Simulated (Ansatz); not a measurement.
Ansatz input file:

```yaml
crystal:
  lattice:
    - [0.0, 2.0324157, 2.0324157]
    - [2.0933157, 0.0, 2.0324157]
    - [2.0933157, 2.0324157, 0.0]
  atoms:
    - { symbol: W, position: [0.0, 0.0, 0.0] }
basis:
  ecutwfc: 420
kpoints:
  mp_grid: { grid: [16, 16, 16] }
hamiltonian:
  xc: pbe
scf:
  occupations: { method: gaussian, width: 0.1 }
output:
  forces: true
  stress: true
  eigenvalues: true
  populations: true
```

Command:
```bash
ansatz run input.yaml --threads 1 --pin off --max-ram 1331MiB --backend cpu --events-out ev --progress --plain --runs-dir out
```

The calculation used DFT PBE, scalar-relativistic, plane waves, PAW (Ansatz 0.2.0).

From the run's log, abridged (final results; tables in files aren't shown):

```
SCF 1 converged in 6 iterations: F = -10384.314222 eV  dr2 = 1.11e-11
SCF converged after 6 iterations
Free energy (F): -10384.314222 eV
Harris-Foulkes:  -10384.314222 eV  (|F-HF|=9.09e-12)
Internal energy: -10384.307483 eV  (E = F + TS)
E sigma→0 (E₀):  -10384.310852 eV
Entropy (-TS):   -0.006739 eV (-6.739 meV/atom)
Fermi energy:    20.077528 eV
--- Per-component energies (eV) ---
  E_band       = -109.362615
  E_kinetic    = 446.693112
  E_local      = -660.272762  (includes V_loc(G=0)·N_el)
  E_nonlocal   = 0.485023
  E_hartree    = 232.713981
  E_xc         = -265.615783
  E_vxc        = -237.044058  (∫ρ·V_xc dr)
  E_paw        = -8562.222347  (= ΣΔE_a)
  E_vpaw       = -124.651914  (= ΣTr[D̂ρ^β])
  E_aug_tail   = -0.000054  (compensation charges beyond the density's cutoff)
  E_ewald      = -1576.088653
  E_smearing   = -0.006739  (= −TS)
--- Forces (eV/Å), atoms counted from 1 ---
  atom   1  W      0.00000000     0.00000000     0.00000000
--- Stress (GPa, compression-positive) ---
       -7.868511       0.000000       0.000000
        0.000000     -15.494606       0.000000
        0.000000       0.000000     -15.494606
  P = ⅓ Tr σ = -12.9526 GPa (-129.526 kbar)
--- Band table (eV; the first three rows and the last of 349) ---
  k-point 0: bands = ["-53.6556", "-17.4034", "-17.3786", "-17.3786", "11.3298", "19.2889", "19.6668", "19.6668", "22.1499", "22.7053", "32.7639"]
  k-point 1: bands = ["-53.6525", "-17.4295", "-17.3971", "-17.3828", "11.4913", "19.2835", "19.6235", "19.7429", "22.0948", "22.6292", "33.0835"]
  k-point 2: bands = ["-53.6434", "-17.5355", "-17.4171", "-17.3949", "11.9555", "19.0807", "19.6970", "19.9372", "21.9975", "22.4619", "33.9059"]
  k-point 348: bands = ["-53.5399", "-18.0373", "-18.0373", "-17.7454", "16.4578", "18.1427", "18.1427", "21.1521", "25.6256", "29.9269", "30.0911"]
--- Löwdin populations: 1 site ---
  site symbol q [e]
     0      W     13.8566
  spilling = 0.010239 (of n_electrons = 14.000000)
```

Self-consistency was reached.

Spin–orbit coupling is left out, which can shift energies with elements as heavy as these.